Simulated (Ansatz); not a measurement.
## CsSnI3: relaxation of cell and atoms with RPBE

Crystal: CsSnI3.

```
Cs I Sn
1.0
     6.20570    0.00000    0.00000
     0.00000    6.20570    0.00000
     0.00000    0.00000    6.20570
Cs I Sn
1 3 1
Cartesian
  0.0000 0.0000 0.0000
  3.1029 3.1029 0.0000
  3.1029 0.0000 3.1029
  0.0000 3.1029 3.1029
  3.1029 3.1029 3.1029
```

```json
{
 "Program": "Ansatz 0.2.0",
 "Task": "relaxation of cell and atoms",
 "Functional": "RPBE",
 "Potentials or basis": "Ansatz PAW",
 "Cutoff": "420 eV (not typed: the program's choice for these potentials)",
 "k mesh": "5 × 5 × 5",
 "Occupations": "fermi-dirac, width 0.05 eV",
 "Spin": "no spin polarisation"
}
```

| Quantity | Value |
| --- | --- |
| Relaxed volume | 52.96 Å³/atom |
| Relaxed cell | a = 6.421 Å, b = 6.421 Å, c = 6.421 Å, α = 90.00°, β = 90.00°, γ = 90.00° |
| Space group after relaxing (to 0.05 Å) | Pm-3m (No. 221) |
| Energy gained by relaxing | 23.6 meV/atom |
| Ionic steps | 5 |
| Pressure after relaxing | 0.0 GPa |
| Band gap on the k mesh | 1.87 eV, direct |

Step by step:
| step | energy change (eV) | largest force (eV/Å) | volume (Å³) |
| --- | --- | --- | --- |
| 1 | 0.0000 | 0.0000 | 238.99 |
| 2 | -0.0824 | 0.0000 | 250.09 |
| 3 | -0.1158 | 0.0000 | 262.30 |
| 4 | -0.1164 | 0.0000 | 264.79 |
| 5 | -0.1180 | 0.0000 | 264.79 |

Final structure:
```
Cs I Sn
1.0
     6.42146    0.00000    0.00000
     0.00000    6.42146    0.00000
     0.00000    0.00000    6.42146
Cs I Sn
1 3 1
Cartesian
  0.0000 0.0000 0.0000
  3.2107 3.2107 0.0000
  3.2107 0.0000 3.2107
  0.0000 3.2107 3.2107
  3.2107 3.2107 3.2107
```

Levels at points of the mesh, in eV from the valence-band top:
```tsv
k point	band 33	band 34	band 35	band 36	band 37	band 38	band 39	band 40	band 41	band 42
(0.00, 0.00, 0.00)	-1.08	-1.08	-0.97	-0.97	-0.97	3.54	4.57	4.57	4.87	4.87
```

Run time: 15 s on 2 threads of Arm Neoverse V2 (shared host), peak memory 0.59 GiB.

Caveat: odd divisions of the mesh miss points on the zone boundary, where band edges often lie, so the gap on the mesh can be too wide; the plane-wave basis is chosen anew once the cell has moved, so the energies of steps on either side of that aren't comparable; spin-orbit coupling is left out, which moves the levels of the heavy elements; the volume moved by +11 % from the deposited cell, more than functionals usually miss; the PAW data sets come from PBE, with cores solved anew for the run's functional, which leaves a small shift of forces and pressure. A k mesh can miss the band edges.
